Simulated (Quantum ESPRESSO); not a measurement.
A run of Quantum ESPRESSO 7.5 is set up as follows.

File pw.in:

```
&CONTROL
  calculation = 'scf'
  prefix = 'pwscf'
  outdir = './tmp'
  pseudo_dir = './pseudo'
  tprnfor = .true.
  tstress = .true.
  disk_io = 'nowf'
/
&SYSTEM
  ibrav = 0
  nat = 2
  ntyp = 2
  ecutwfc = 70
  nbnd = 9
  occupations = 'smearing'
  smearing = 'fd'
  degauss = 0.00367493
/
&ELECTRONS
  conv_thr = 4d-10
  electron_maxstep = 120
  mixing_beta = 0.5
/
ATOMIC_SPECIES
P     30.9738 P_ONCV_PBE-1.2.upf
B     10.8100 B_ONCV_PBE-1.2.upf
CELL_PARAMETERS angstrom
   0.0000000000    2.2690000000    2.2690000000
   2.2690000000    0.0000000000    2.2690000000
   2.2690000000    2.2690000000    0.0000000000
ATOMIC_POSITIONS crystal
P      0.7500000000    0.7500000000    0.7500000000
B      0.0000000000    0.0000000000    0.0000000000
K_POINTS automatic
8 8 8 0 0 0
```

Potentials or basis: SG15 PBE 1.2.

Run with:

```console
$ OMP_NUM_THREADS=1 mpirun -n 4 pw.x -nk 4 -in pw.in > pw.out
```

(1) Estimate the band gap on the k mesh.

(2) What does it give for the pressure?

Results:

(1) 1.30 eV, indirect (least direct gap 3.43 eV).

(2) 0.4 GPa.
